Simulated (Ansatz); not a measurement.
The elements of this relaxed trial crystal are hidden behind letters.

```
lattice vectors (Å)
   4.2065    0.0000    0.0000
   0.0000    4.2065    0.0000
   0.0000    0.0000    7.0767
fractional positions
X 0.0000 0.5000 0.5000
X 0.5000 0.0000 0.5000
Z 0.5000 0.5000 0.8228
Z 0.5000 0.5000 0.1772
Z 0.0000 0.0000 0.0000
```

Computed with DFT PBE, scalar-relativistic, plane waves, PAW in Ansatz 0.2.0. Cutoff 420 eV, Γ-centred 10×10×6 mesh (5-atom cell), Gaussian smearing of 0.10 eV, no spin polarisation.

```
Space group                                : P4/mmm (No. 123)
Conventional cell                          : a = 4.206 Å, c = 7.077 Å
Volume per atom                            : 25.04 Å³
Density                                    : 6.04 g/cm³
Energy over the elements                   : +0.40 eV/atom
Gap on the 10×10×6 mesh of the 5-atom cell : 0 eV (a metal)
```

Energies are uncorrected and count from the elements' standard states at the same level.

Q: X is a p-block element of period 5 and Z is a p-block element of period 4. Which elements are they?

A: X = Sn, Z = Ge, so the formula is Sn2Ge3. Density times volume gives a mean mass of 6.04 × 25.04/1.6605 = 91.1 u per atom, and this set has 91.1 u. Around Sn lie 4 Sn at 2.97 Å and 4 Ge at 3.11 Å; around Ge on a site of symmetry 4mm lie 1 Ge at 2.51 Å, 4 Sn at 3.11 Å and 4 Ge at 3.23 Å; Ge on a site of symmetry 4/mmm has 8 Ge at 3.23 Å. Other sets within the hints have nearly the same mass, so mass alone doesn't settle it; this one was computed.

Symmetry constrained the relaxation, so the result can be a saddle point. Another cell of Sn2Ge3 relaxed alike, in Fmmm, lies 168 meV/atom lower, so this cell isn't the stable form at this level.
